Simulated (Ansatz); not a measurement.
The system is HfN.

```
Hf N
1.0
     0.00000    2.25600    2.25600
     2.25600    0.00000    2.25600
     2.25600    2.25600    0.00000
Hf N
1 1
Direct
  0.00000 0.00000 0.00000
  0.50000 0.50000 0.50000
```

| Quantity | Value |
| --- | --- |
| Program | Ansatz 0.2.0 |
| Task | relaxation of cell and atoms |
| Functional | PBEsol |
| Dispersion | D3(BJ) |
| Potentials or basis | Ansatz PAW |
| Cutoff | 420 eV (not typed: the program's choice for these potentials) |
| k mesh | 10 × 10 × 10 |
| Occupations | fermi-dirac, width 0.05 eV |
| Spin | no spin polarisation |

At the start: volume 11.48 Å³/atom.

Problem. Where does the relaxation end?

Solution. It ends after 7 steps and the volume is 11.18 Å³/atom (-2.6 %); space group Fm-3m (No. 225, to 0.05 Å).

The path:
```csv
step,energy change (eV),largest force (eV/Å),volume (Å³)
1,0.0000,0.0000,22.96
2,-0.0128,0.0000,22.06
3,-0.0159,0.0000,22.39
4,-0.0159,0.0000,22.37
5,-0.0141,0.0000,22.37
6,-0.0141,0.0000,22.37
7,-0.0141,0.0000,22.37
```

Final structure:
```
CELL_PARAMETERS angstrom
0.00000 2.23623 2.23623
2.23623 0.00000 2.23623
2.23623 2.23623 0.00000
ATOMIC_POSITIONS crystal
Hf 0.00000 0.00000 0.00000
N 0.50000 0.50000 0.50000
```

Caveat: the plane-wave basis is chosen anew once the cell has moved, so the energies of steps on either side of that aren't comparable; the pressure holds a Pulay correction of +0.5 GPa for the finite cutoff; pairwise dispersion overbinds metals, which lowers pressure and volume; the PAW data sets come from PBE, with cores solved anew for the run's functional, which leaves a small shift of forces and pressure.
